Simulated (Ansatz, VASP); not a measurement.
**Zn in VASP and in Ansatz**

File INCAR:

```
ALGO = Normal
EDIFF = 1E-7
ENCUT = 520
GGA = CA
ISIF = 2
ISMEAR = -1
LASPH = T
LCHARG = F
LREAL = F
LWAVE = F
NBANDS = 12
NELM = 60
PREC = Accurate
SIGMA = 0.05
```

The input KPOINTS:

```
k-points
0
Gamma
  12 12 12
```

Contents of POSCAR:

```
Zn
1.0
   -1.5794282763      1.5794282763      1.5794282763
    1.5794282763     -1.5794282763      1.5794282763
    1.5794282763      1.5794282763     -1.5794282763
Zn
1
Direct
    0.0000000000      0.0000000000      0.0000000000
```

input.yaml

```yaml
crystal:
  lattice:
    - [-1.5794282763, 1.5794282763, 1.5794282763]
    - [1.5794282763, -1.5794282763, 1.5794282763]
    - [1.5794282763, 1.5794282763, -1.5794282763]
  atoms:
    - { symbol: Zn, position: [0.0, 0.0, 0.0] }
kpoints:
  mp_grid: { grid: [12, 12, 12] }
scf:
  occupations: { method: fermi_dirac, width: 0.05 }
hamiltonian:
  xc: lda
  pseudopotentials: { kind: all_electron, lapw: { basis_error: 0.001 } }
output:
  forces: true
  stress: true
  eigenvalues: true
```

Change from the starting cell: volume scaled by 1.02.

Alike in both runs: task single point; functional LDA; k mesh 12 × 12 × 12; occupations fermi-dirac, width 0.05 eV; no spin polarisation.

```csv
,VASP,Ansatz
version,VASP 6.6.1,Ansatz 0.2.0
potentials or method,"VASP PAW LDA potentials, release 64 (Zn)","all-electron LAPW, scalar-relativistic"
plane-wave cutoff (eV),520,see its input
```

```csv
,VASP,Ansatz,Ansatz less VASP
gap on the k mesh at the Fermi level (eV),none,none,-
pressure (GPa),-8.8,-9.1,-0.31
```

A gap of «none» marks a metal or a gap that the smearing closes. Ansatz ran all-electron here, so the differences hold the error of VASP's frozen core and of both bases.
